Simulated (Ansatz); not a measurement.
A run of Ansatz 0.2.0:

input.yaml

```yaml
crystal:
  lattice:
    - [1.488052925, -2.59468961, 0.0]
    - [1.488052925, 2.59468961, 0.0]
    - [0.0, 0.0, 4.72759579]
  atoms:
    - { symbol: Ge, position: [0.33344663, 0.66655337, 0.25] }
    - { symbol: Ge, position: [0.66655337, 0.33344663, 0.75] }
hamiltonian:
  xc: blyp
  pseudopotentials: { kind: paw }
  dispersion: d3bj
kpoints:
  mp_grid: { grid: [10, 10, 6] }
scf:
  occupations: { method: fermi_dirac, width: 0.05 }
output:
  forces: true
  stress: true
  eigenvalues: true
  write_density: true
  write_potential: true
  elf: true
  volumetric_format: npy
relax:
  f_tol: 0.01
  max_steps: 40
  cell: { stress_tol: 0.05 }
```

Potentials or basis: Ansatz PAW.

Run with:

```sh
$ ansatz run input.yaml --threads 2 --pin off --max-ram 5632MiB --backend cpu --events-out ev --progress --plain --runs-dir out
```

Hardware: 2 threads of Arm Neoverse V2 (shared host).

How long does it take, and how much memory?

Wall time 16 s on 2 threads of Arm Neoverse V2 (shared host), peak memory 0.37 GiB. Counts: scf iterations 44, plane waves 721, k points 124, bands 18, ion steps 9.
